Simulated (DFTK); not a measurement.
The system is Pt.

```xyz
1
Lattice="0.0000 1.9609 1.9609 1.9609 0.0000 1.9609 1.9609 1.9609 0.0000" Properties=species:S:1:pos:R:3 pbc="T T T"
Pt    0.0000    0.0000    0.0000
```

Program: DFTK 0.8.2. Alike in all runs: task band structure; potentials or basis SG15 1.2 (PBE); no spin polarisation; cell as given; k mesh 12 × 12 × 12; cutoff (eV) 1225; smearing fermi-dirac 0.05 eV.

Task: Order these runs on this cell by their pressure, lowest first.
A. level PBE
B. level SCAN
C. level WC

Result: B (0.0 GPa), C (3.2 GPa), A (11.1 GPa).

Caveats: the potentials were made for another functional, which shifts forces and pressure (some runs).
